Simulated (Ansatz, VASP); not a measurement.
One calculation of C2H6, two programs

```xyz
8
Lattice="13.0000 0.0000 0.0000 0.0000 12.0000 0.0000 0.0000 0.0000 12.0000" Properties=species:S:1:pos:R:3 pbc="T T T"
C     5.7362    6.0000    6.0000
C     7.2638    6.0000    6.0000
H     5.3343    7.0224    6.0000
H     5.3343    5.4888    5.1146
H     5.3343    5.4888    6.8854
H     7.6657    4.9776    6.0000
H     7.6657    6.5112    5.1146
H     7.6657    6.5112    6.8854
```

Alike in both runs: task single point; functional PBE0; k mesh 1 × 1 × 1; no spin polarisation.

|  | VASP | Ansatz |
| --- | --- | --- |
| version | VASP 6.6.1 | Ansatz 0.2.0 |
| potentials or method | VASP PAW PBE potentials, release 64 (C, H) | scalar-relativistic, plane waves, PAW |
| plane-wave cutoff (eV) | 520 | 420 |
| occupations | gaussian, width 0.01 eV | fixed |
| valence electrons in the cell | 14 | 14 |

```tsv
	VASP	Ansatz	Ansatz less VASP
gap on the k mesh at the Fermi level (eV)	9.28	9.28	+0.003
least direct gap on the mesh (eV)	9.28	9.28	+0.003
rms of the force components (eV/Å)	0.109	0.123	+0.0147
```

Atom by atom the forces differ by 0.015 eV/Å (rms over components).

Caveats: the PAW data sets were made with another functional, which shifts forces and pressure a little (VASP).
